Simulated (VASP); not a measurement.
# SnS2 (P-3m1) in VASP: settings compared

Aim: see how the results for SnS2 move with the level of theory and the settings. Levels: PBE+D3(BJ), LDA, rev-vdW-DF2, optB88-vdW. Tasks: relaxation of the atoms.

Everything below comes from runs of VASP 6.6.1. Logs are shortened: lines on timing, memory, paths and dates and some standing lists are left out, and cuts for length are marked.

## Step 1: The structure

Symmetry: P-3m1, No. 164, trigonal system. Conventional cell: a = 3.639 Å, b = 3.639 Å, c = 5.774 Å, α = 90.00°, β = 90.00°, γ = 120.00°. Sn (site symmetry -3m) has 6 S at 2.56 Å as nearest neighbours. Around S (site symmetry 3m) lie 3 Sn at 2.56 Å.

## Step 2: Relaxation of the atoms, PBE+D3(BJ)

The input, INCAR:

```
SYSTEM = SnS2
PREC = Accurate
ENCUT = 520
EDIFF = 1E-7
ISMEAR = 0
SIGMA = 0.05
LREAL = .FALSE.
LASPH = .TRUE.
NELM = 100
ALGO = Normal
ISIF = 2
LWAVE = .FALSE.
LCHARG = .FALSE.
GGA = PE
IVDW = 12
IBRION = 2
NSW = 60
EDIFFG = -0.005
KPAR = 2
```

The input, KPOINTS:

```
regular mesh
0
G
  10 10 6
  0 0 0
```

The input, POSCAR:

```
SnS2
1.0
    3.6390000000      0.0000000000      0.0000000000
   -1.8195000000      3.1514664400      0.0000000000
    0.0000000000      0.0000000000      5.7741120000
Sn S
1 2
Direct
    0.0000000000      0.0000000000      0.0000000000
    0.3333333300      0.6666666700      0.2540650400
    0.6666666700      0.3333333300      0.7459349600
```

Potentials or basis: VASP PAW PBE potentials, release 64 (Sn_d, S).

Launch:

```sh
cat potpaw_PBE.64/Sn_d/POTCAR potpaw_PBE.64/S/POTCAR > POTCAR
mpirun -np 2 vasp_std > vasp.out
```

OUTCAR:

```text
SYSTEM = SnS2
   PREC = Accurate
   ENCUT = 520
   EDIFF = 1E-7
   ISMEAR = 0
   LREAL = .FALSE.
   LASPH = .TRUE.
   NELM = 100
   ISIF = 2
   GGA = PE
   IVDW = 12
   IBRION = 2
   NSW = 60
   EDIFFG = -0.005
 IVDW          = 12

 ion  position               nearest neighbor table
   1  0.000  0.000  0.000-   2 2.56   3 2.56   2 2.56   3 2.56   3 2.56   2 2.56
   2  0.333  0.667  0.254-   1 2.56   1 2.56   1 2.56
   3  0.667  0.333  0.746-   1 2.56   1 2.56   1 2.56

  LATTYP: Found a hexagonal cell.
 ALAT       =     3.6390000000
 C/A-ratio  =     1.5867304204

  Lattice vectors:

 A1 = (   3.6390000000,   0.0000000000,   0.0000000000)
 A2 = (  -1.8195000000,   3.1514664400,   0.0000000000)
 A3 = (   0.0000000000,   0.0000000000,   5.7741120000)

Analysis of symmetry for initial positions (statically):
=====================================================================
 Subroutine PRICEL returns:
 Original cell was already a primitive cell.

 Routine SETGRP: Setting up the symmetry group for a
 hexagonal supercell.

 Subroutine GETGRP returns: Found 12 space group operations
 (whereof 12 operations were pure point group operations)
 out of a pool of 24 trial point group operations.

The static configuration has the point symmetry D_3d.

Analysis of symmetry for dynamics (positions and initial velocities):
=====================================================================
 Subroutine PRICEL returns:
 Original cell was already a primitive cell.

 Routine SETGRP: Setting up the symmetry group for a
 hexagonal supercell.

 Subroutine GETGRP returns: Found 12 space group operations
 (whereof 12 operations were pure point group operations)
 out of a pool of 24 trial point group operations.

The dynamic configuration has the point symmetry D_3d.

 Subroutine INISYM returns: Found 12 space group operations
 (whereof 12 operations are pure point group operations),
 and found     1 'primitive' translations

----------------------------------------------------------------------------------------

                                     Primitive cell

  volume of cell :      66.2186

  direct lattice vectors                    reciprocal lattice vectors
     3.639000000  0.000000000  0.000000000     0.274800769  0.158656298  0.000000000
    -1.819500000  3.151466440  0.000000000     0.000000000  0.317312597  0.000000000
     0.000000000  0.000000000  5.774112000     0.000000000  0.000000000  0.173186803

  length of vectors
     3.639000000  3.638999996  5.774112000     0.317312597  0.317312597  0.173186803

  position of ions in fractional coordinates (direct lattice)
     0.000000000  0.000000000  0.000000000
     0.333333330  0.666666670  0.254065040
     0.666666670  0.333333330  0.745934960

  ion indices of the primitive-cell ions
   primitive index   ion index
                 1           1
                 2           2
                 3           3

----------------------------------------------------------------------------------------

 KPOINTS: regular mesh

Automatic generation of k-mesh.
 Grid dimensions read from file:
 generate k-points for:   10   10    6

 Generating k-lattice:

  Cartesian coordinates                     Fractional coordinates (reciprocal lattice)
     0.027480077  0.015865630  0.000000000     0.100000000  0.000000000  0.000000000
     0.000000000  0.031731260  0.000000000     0.000000000  0.100000000  0.000000000
     0.000000000  0.000000000  0.028864467     0.000000000  0.000000000  0.166666667

  Length of vectors
     0.031731260  0.031731260  0.028864467

  Shift w.r.t. Gamma in fractional coordinates (k-lattice)
     0.000000000  0.000000000  0.000000000

 Subroutine IBZKPT returns following result:
 ===========================================

 Found     72 irreducible k-points:

 Following reciprocal coordinates:
            Coordinates               Weight
  0.000000  0.000000  0.000000      1.000000
  0.100000  0.000000  0.000000      6.000000
  0.200000  0.000000  0.000000      6.000000
  0.300000 -0.000000  0.000000      6.000000
  0.400000 -0.000000  0.000000      6.000000
  0.500000 -0.000000  0.000000      3.000000
[... 16 lines left out ...]
  0.000000  0.400000  0.166667      6.000000
  0.500000 -0.000000  0.166667      6.000000
 [... further k-points ...]
   k-points           NKPTS =     72   k-points in BZ     NKDIM =     72   number of bands    NBANDS=     17
   number of dos      NEDOS =    301   number of ions     NIONS =      3
   total plane-waves  NPLWV =  37632
   dimension x,y,z NGX =    28 NGY =   28 NGZ =   48
   dimension x,y,z NGXF=    56 NGYF=   56 NGZF=   96
   ions per type =               1   2
   NGX,Y,Z   is equivalent  to a cutoff of  12.79, 12.79, 13.82 a.u.
   NGXF,Y,Z  is equivalent  to a cutoff of  25.58, 25.58, 27.64 a.u.
 SYSTEM =  SnS2
   PREC   = accura    normal or accurate (medium, high low for compatibility)
   ISTART =      0    job   : 0-new  1-cont  2-samecut
   ICHARG =      2    charge: 1-file 2-atom 10-const
   ISPIN  =      1    spin polarized calculation?
   LNONCOLLINEAR =      F non collinear calculations
   LSORBIT =      F    spin-orbit coupling
   LASPH  =      T    aspherical Exc in radial PAW
   ENCUT  =  520.0 eV  38.22 Ry    6.18 a.u.   6.77  6.77 10.74*2*pi/ulx,y,z
   NELM   =    100;   NELMIN=  2; NELMDL= -5     # of ELM steps
   EDIFF  = 0.1E-06   stopping-criterion for ELM
   LREAL  =      F    real-space projection
   EDIFFG = -.5E-02   stopping-criterion for IOM
   NSW    =     60    number of steps for IOM
   IBRION =      2    ionic relax: 0-MD 1-quasi-New 2-CG
   NFREE  =      1    steps in history (QN), initial steepest desc. (CG)
   ISIF   =      2    stress and relaxation
   ISYM   =      2    0-nonsym 1-usesym 2-fastsym
   POTIM  = 0.5000    time-step for ionic-motion
   TEBEG  =    0.0;   TEEND  =   0.0 temperature during run
   PSTRESS=    0.0 pullay stress
   NELECT =      26.0000    total number of electrons
   NUPDOWN=      -1.0000    fix difference up-down
   EMIN   =  10.00;   EMAX   =-10.00  energy-range for DOS
   EFERMI =   0.00;   METHOD = LEGACY
   ISMEAR =     0;   SIGMA  =   0.05  broadening in eV -4-tet -1-fermi 0-gaus
   EFERMI_NEDOS =   21; number of points for ismear=-14 and -15
   IALGO  =     38    algorithm
   IMIX   =      4    mixing-type and parameters
     AMIX     =   0.40;   BMIX     =  1.00
     AMIX_MAG =   1.60;   BMIX_MAG =  1.00
  volume/ion in A,a.u.               =      22.07       148.96
  Fermi-wavevector in a.u.,A,eV,Ry     =   1.198779  2.265365 19.552555  1.437072
  Thomas-Fermi vector in A             =   2.334659
   LORBIT       =      0    0 simple, 1 ext, 2 COOP (PROOUT), +10 PAW based schemes
   GGA     = PE    functional components
   LHFCALC =     F    Hartree Fock is set to
   AEXX    =    0.0000 exact exchange contribution
   IVDW    =    12    specifies the selected vdW correction
   LEPSILON=     F    determine dielectric tensor
   LRPA    =     F    only Hartree local field effects (RPA)
 conjugate gradient relaxation of ions
 non-spin polarized calculation
 Gauss-broadening in eV      SIGMA  =   0.05
  energy-cutoff  :      520.00
  volume of cell :       66.22
 maximum number of plane-waves:      1800
 NGX is ok and might be reduce to    28
   NGX = 13   NGY = 13   NGZ = 21

--------------------------------------- Ionic step        1  -------------------------------------------

 number of electron      26.0000010 magnetization

 Free energy of the ion-electron system (eV)
  ---------------------------------------------------
  ext. energy  EPLUGINS =         0.00000000
  ---------------------------------------------------
  free energy    TOTEN  =       -13.12171923 eV

  energy without entropy =      -13.12171923  energy(sigma->0) =      -13.12171923

------------------------ aborting loop because EDIFF is reached ----------------------------------------

 Edisp (eV)   -1.00761

 E8    (eV) :    -0.4118

  FORCE on cell =-STRESS in cart. coord.  units (eV):
  Direction    XX          YY          ZZ          XY          YZ          ZX
  --------------------------------------------------------------------------------------
  -------------------------------------------------------------------------------------
  Total       0.80681     0.80681     0.72100     0.00000     0.00000     0.00000
  in kB      19.52096    19.52096    17.44480     0.00000     0.00000     0.00000
  external pressure =       18.83 kB  Pullay stress =        0.00 kB
[... 104 lines left out ...]
  energy  without entropy=      -14.1335481254  energy(sigma->0) =      -14.13354813

--------------------------------------- Ionic step        4  -------------------------------------------

 number of electron      26.0000009 magnetization

 Free energy of the ion-electron system (eV)
  ---------------------------------------------------
  ext. energy  EPLUGINS =         0.00000000
  ---------------------------------------------------
  free energy    TOTEN  =       -13.12545096 eV

  energy without entropy =      -13.12545096  energy(sigma->0) =      -13.12545096

 E-fermi :   5.3337     XC(G=0):  -9.7780

 val. band max:        5.0862246699   @ k =   0.1000   0.0000   0.0000
 cond. band min:       6.3901392753   @ k =   0.0000   0.4000   0.3333
 fundamental gap:      1.3039146054
 Fermi energy:         5.3337055032

 k-point     1 :       0.0000    0.0000    0.0000
  band No.  band energies     occupation
      1     -15.9451      2.00000
      2     -15.9451      2.00000
      3     -15.9007      2.00000
      4     -15.8735      2.00000
      5     -15.8735      2.00000
      6      -8.8349      2.00000
[... 9 lines left out ...]
     16      10.4983      0.00000
     17      10.4983      0.00000
[... 443 lines left out ...]
      1     -16.0237      2.00000
      2     -15.9140      2.00000
      3     -15.9097      2.00000
      4     -15.8420      2.00000
      5     -15.8397      2.00000
      6      -6.8783      2.00000
[... 9 lines left out ...]
     16      11.1121      0.00000
     17      11.2109      0.00000

 [... further k-points ...]

------------------------ aborting loop because EDIFF is reached ----------------------------------------

 Edisp (eV)   -1.00810

 E8    (eV) :    -0.4120

  FORCE on cell =-STRESS in cart. coord.  units (eV):
  Direction    XX          YY          ZZ          XY          YZ          ZX
  --------------------------------------------------------------------------------------
  -------------------------------------------------------------------------------------
  Total       0.55012     0.55012     0.15109     0.00000     0.00000     0.00000
  in kB      13.31025    13.31025     3.65573     0.00000     0.00000     0.00000
  external pressure =       10.09 kB  Pullay stress =        0.00 kB
[... 18 lines left out ...]
  FREE ENERGIE OF THE ION-ELECTRON SYSTEM (eV)
  ---------------------------------------------------
  free  energy   TOTEN  =       -14.1335508021 eV

  energy  without entropy=      -14.1335508021  energy(sigma->0) =      -14.13355080

 reached required accuracy - stopping structural energy minimisation
```

Run time: 50 s. Hardware: 2 MPI ranks of Intel Xeon 6975P-C (Granite Rapids), shared host; peak memory 0.23 GiB.

Results:

| Quantity | Value |
| --- | --- |
| Free energy | -14.1336 eV |
| Energy gained by relaxing | 1.4 meV/atom |
| Ionic steps | 4 |
| Pressure after relaxing | 1.0 GPa |
| Band gap on the k mesh | 1.30 eV, indirect (least direct gap 1.87 eV) |
| Dispersion energy per atom | -0.336 eV |

Step by step:
| step | energy change (eV) | largest force (eV/Å) | pressure (GPa) |
| --- | --- | --- | --- |
| 1 | 0.0000 | 0.2227 | 1.88 |
| 2 | -0.0034 | 0.0958 | 1.39 |
| 3 | -0.0042 | 0.0058 | 1.03 |
| 4 | -0.0042 | 0.0002 | 1.01 |

Final structure:
```yaml
crystal:
  lattice:
    - [3.63900, 0.00000, 0.00000]
    - [-1.81950, 3.15147, 0.00000]
    - [0.00000, 0.00000, 5.77411]
  atoms:
    - { symbol: Sn, position: [0.00000, 0.00000, 0.00000] }
    - { symbol: S, position: [0.33333, 0.66667, 0.25735] }
    - { symbol: S, position: [0.66667, 0.33333, 0.74265] }
```

Caveat: spin-orbit coupling is left out, which moves the levels of the heavy elements. A k mesh can miss the band edges.

## Step 3: Relaxation of the atoms, LDA

The input, INCAR:

```
PREC = Accurate ; ENCUT = 520
EDIFF = 1E-6 ; ISMEAR = 0
SIGMA = 0.05 ; LREAL = F
LASPH = T ; NELM = 100
ALGO = Normal ; ISIF = 2
LWAVE = F ; LCHARG = F
GGA = CA ; IBRION = 2
NSW = 40 ; EDIFFG = -0.01
KPAR = 2
```

The input, KPOINTS:

```
regular mesh
0
Gamma
  10 10 6
```

POSCAR is that of step 2.

Potentials or basis: VASP PAW LDA potentials, release 64 (Sn_d, S).

Launch:

```sh
cat potpaw_LDA.64/Sn_d/POTCAR potpaw_LDA.64/S/POTCAR > POTCAR
mpirun -np 2 vasp_std > vasp.out
```

It took 28 s on 2 MPI ranks of Intel Xeon 6975P-C (Granite Rapids), shared host; peak memory 0.2 GiB.

The run converged. Its results:

| Property | Result |
| --- | --- |
| Free energy | -15.0711 eV |
| Energy gained by relaxing | 0.0 meV/atom |
| Ionic steps | 2 |
| Pressure after relaxing | -0.5 GPa |
| Largest force after relaxing | 0.006 eV/Å |
| Band gap on the k mesh | 1.18 eV, indirect (least direct gap 1.67 eV) |

Forces on the atoms (eV/Å):
```
Sn   0.000  0.000  0.000
S    0.000  0.000 -0.006
S    0.000  0.000  0.006
```

Stress tensor (GPa, compression positive):
```
-0.56  0.00  0.00
 0.00 -0.56  0.00
 0.00  0.00 -0.47
```

Final structure:
```
CELL_PARAMETERS angstrom
3.63900 0.00000 0.00000
-1.81950 3.15147 0.00000
0.00000 0.00000 5.77411
ATOMIC_POSITIONS crystal
Sn 0.00000 0.00000 0.00000
S 0.33333 0.66667 0.25396
S 0.66667 0.33333 0.74604
```

Levels at points of the mesh, in eV from the valence-band top:
| k point | band 10 | band 11 | band 12 | band 13 | band 14 | band 15 | band 16 | band 17 |
| --- | --- | --- | --- | --- | --- | --- | --- | --- |
| (0.00, 0.00, 0.00) | -0.77 | -0.49 | -0.49 | 0.00 | 1.67 | 3.35 | 5.21 | 5.21 |
| (0.50, 0.00, 0.00) | -2.99 | -2.74 | -1.27 | -0.37 | 1.55 | 4.18 | 5.61 | 5.84 |
| (0.00, 0.00, 0.50) | -0.88 | -0.88 | -0.32 | -0.32 | 2.96 | 3.44 | 4.90 | 4.90 |
| (0.50, 0.00, 0.50) | -2.54 | -1.90 | -0.89 | -0.81 | 1.30 | 4.39 | 5.24 | 6.22 |

Caveat: spin-orbit coupling is left out, which moves the levels of the heavy elements.

## Step 4: Relaxation of the atoms, rev-vdW-DF2

The input, INCAR:

```
  PREC = Accurate
  ENCUT = 520
  EDIFF = 1E-6
  ISMEAR = 0
  SIGMA = 0.05
  LREAL = False
  LASPH = True
  NELM = 100
  ALGO = Fast
  ISIF = 2
  LWAVE = False
  LCHARG = False
  GGA = MK
  LUSE_VDW = True
  AGGAC = 0.0
  PARAM1 = 0.1234
  PARAM2 = 0.711357
  ZAB_VDW = -1.8867
  IBRION = 2
  NSW = 60
  EDIFFG = -0.01
  KPAR = 2
```

KPOINTS is that of step 3.

POSCAR is that of step 3.

Potentials or basis: VASP PAW PBE potentials, release 64 (Sn_d, S).

Launch:

```sh
cat potpaw_PBE.64/Sn_d/POTCAR potpaw_PBE.64/S/POTCAR > POTCAR
mpirun -np 2 vasp_std > vasp.out
```

Wall time 1.9 min (2 MPI ranks of AMD EPYC 9R45 (Zen 5), shared host); peak memory 0.44 GiB.

The run converged. Its results:

| Property | Result |
| --- | --- |
| Free energy | -7.7997 eV |
| Energy gained by relaxing | 2.9 meV/atom |
| Ionic steps | 3 |
| Pressure after relaxing | 1.9 GPa |
| Largest force after relaxing | 0.009 eV/Å |
| Band gap on the k mesh | 1.19 eV, indirect (least direct gap 1.73 eV) |

Forces on the atoms (eV/Å):
```
Sn   0.000  0.000  0.000
S    0.000  0.000 -0.009
S    0.000  0.000  0.009
```

Stress tensor (GPa, compression positive):
```
2.40 0.00 0.00
0.00 2.40 0.00
0.00 0.00 0.90
```

Step by step:
```csv
step,energy change (eV),largest force (eV/Å),pressure (GPa)
1,0.0000,0.3223,3.21
2,-0.0071,0.1394,2.46
3,-0.0088,0.0086,1.90
```

Final structure:
```
CELL_PARAMETERS angstrom
3.63900 0.00000 0.00000
-1.81950 3.15147 0.00000
0.00000 0.00000 5.77411
ATOMIC_POSITIONS crystal
Sn 0.00000 0.00000 0.00000
S 0.33333 0.66667 0.25900
S 0.66667 0.33333 0.74100
```

Levels at points of the mesh, in eV from the valence-band top:
| k point | band 11 | band 12 | band 13 | band 14 | band 15 | band 16 |
| --- | --- | --- | --- | --- | --- | --- |
| (0.00, 0.00, 0.00) | -0.45 | -0.45 | -0.02 | 1.71 | 3.59 | 5.36 |
| (0.50, 0.00, 0.00) | -2.60 | -1.33 | -0.33 | 1.64 | 4.30 | 5.66 |
| (0.00, 0.00, 0.50) | -0.80 | -0.25 | -0.25 | 3.06 | 3.66 | 5.03 |
| (0.50, 0.00, 0.50) | -1.87 | -0.90 | -0.81 | 1.30 | 4.46 | 5.28 |

Caveat: the PAW data sets were made with another functional, which shifts forces and pressure a little; spin-orbit coupling is left out, which moves the levels of the heavy elements.

## Step 5: Relaxation of the atoms, optB88-vdW

The input, INCAR:

```
SYSTEM = SnS2
PREC = Accurate ; ENCUT = 520
EDIFF = 1E-7 ; ISMEAR = 0
SIGMA = 0.05 ; LREAL = .FALSE.
LASPH = .TRUE. ; NELM = 60
ALGO = Fast ; ISIF = 2
LWAVE = .FALSE. ; LCHARG = .FALSE.
GGA = BO ; LUSE_VDW = .TRUE.
AGGAC = 0.0 ; PARAM1 = 0.1833333333
PARAM2 = 0.22 ; IBRION = 2
NSW = 40 ; EDIFFG = -0.005
KPAR = 2
```

The input, KPOINTS:

```
regular mesh
0
G
  10 10 6
  0 0 0
```

POSCAR is that of step 4.

Launch:

```sh
cat potpaw_PBE.64/Sn_d/POTCAR potpaw_PBE.64/S/POTCAR > POTCAR
mpirun -np 2 vasp_std > vasp.out
```

Wall time 5.8 min (2 MPI ranks of Intel Xeon Platinum 8259CL at 2.50GHz (Skylake/Cascade Lake), shared host); peak memory 0.45 GiB.

It converged, with:

- Free energy: -6.8698 eV
- Energy gained by relaxing: 4.4 meV/atom
- Ionic steps: 3
- Pressure after relaxing: 2.9 GPa
- Largest force after relaxing: 0.004 eV/Å
- Band gap on the k mesh: 1.18 eV, indirect (least direct gap 1.72 eV)

Forces on the atoms (eV/Å):
```
Sn   0.000  0.000  0.000
S    0.000  0.000  0.004
S    0.000  0.000 -0.004
```

Stress tensor (GPa, compression positive):
```
3.61 0.00 0.00
0.00 3.61 0.00
0.00 0.00 1.48
```

The path:
```csv
step,energy change (eV),largest force (eV/Å),pressure (GPa)
1,0.0000,0.3964,4.38
2,-0.0108,0.1705,3.52
3,-0.0133,0.0045,2.90
```

Final structure:
```cif
data_structure
_symmetry_space_group_name_H-M 'P 1'
_symmetry_Int_Tables_number 1
_cell_length_a 3.6390
_cell_length_b 3.6390
_cell_length_c 5.7741
_cell_angle_alpha 90.000
_cell_angle_beta 90.000
_cell_angle_gamma 120.000
_cell_volume 66.22
loop_
_atom_site_label
_atom_site_type_symbol
_atom_site_fract_x
_atom_site_fract_y
_atom_site_fract_z
_atom_site_occupancy
Sn1 Sn 0.00000 0.00000 0.00000 1
S1 S 0.33333 0.66667 0.25988 1
S2 S 0.66667 0.33333 0.74012 1
```

Levels at points of the mesh, in eV from the valence-band top:
| k point | band 9 | band 10 | band 11 | band 12 | band 13 | band 14 | band 15 | band 16 | band 17 |
| --- | --- | --- | --- | --- | --- | --- | --- | --- | --- |
| (0.00, 0.00, 0.00) | -0.66 | -0.66 | -0.44 | -0.44 | -0.03 | 1.69 | 3.67 | 5.39 | 5.39 |
| (0.50, 0.00, 0.00) | -4.34 | -2.99 | -2.56 | -1.33 | -0.33 | 1.66 | 4.35 | 5.75 | 5.81 |
| (0.00, 0.00, 0.50) | -2.24 | -0.79 | -0.79 | -0.24 | -0.24 | 3.06 | 3.74 | 5.06 | 5.06 |
| (0.50, 0.00, 0.50) | -4.94 | -2.32 | -1.85 | -0.89 | -0.81 | 1.30 | 4.51 | 5.33 | 6.45 |

Caveat: the PAW data sets were made with another functional, which shifts forces and pressure a little; spin-orbit coupling is left out, which moves the levels of the heavy elements.

## Step 6: The runs side by side

| level | potentials or basis | gap on the mesh (eV) | pressure (GPa) | largest force (eV/Å) |
| --- | --- | --- | --- | --- |
| PBE+D3(BJ) | VASP PAW PBE potentials, release 64 (Sn_d, S) | 1.30 | 1.0 | - |
| LDA | VASP PAW LDA potentials, release 64 (Sn_d, S) | 1.18 | -0.5 | 0.01 |
| rev-vdW-DF2 | VASP PAW PBE potentials, release 64 (Sn_d, S) | 1.19 | 1.9 | 0.01 |
| optB88-vdW | VASP PAW PBE potentials, release 64 (Sn_d, S) | 1.18 | 2.9 | - |

Alike in all rows: task relaxation of the atoms; no spin polarisation; cell atoms relaxed; k mesh 10 × 10 × 6; cutoff (eV) 520; smearing gaussian 0.05 eV.

Caveats: spin-orbit coupling is left out, which moves the levels of the heavy elements; the PAW data sets were made with another functional, which shifts forces and pressure a little (some runs).

Absolute energies hang on the potentials; compare differences alone.
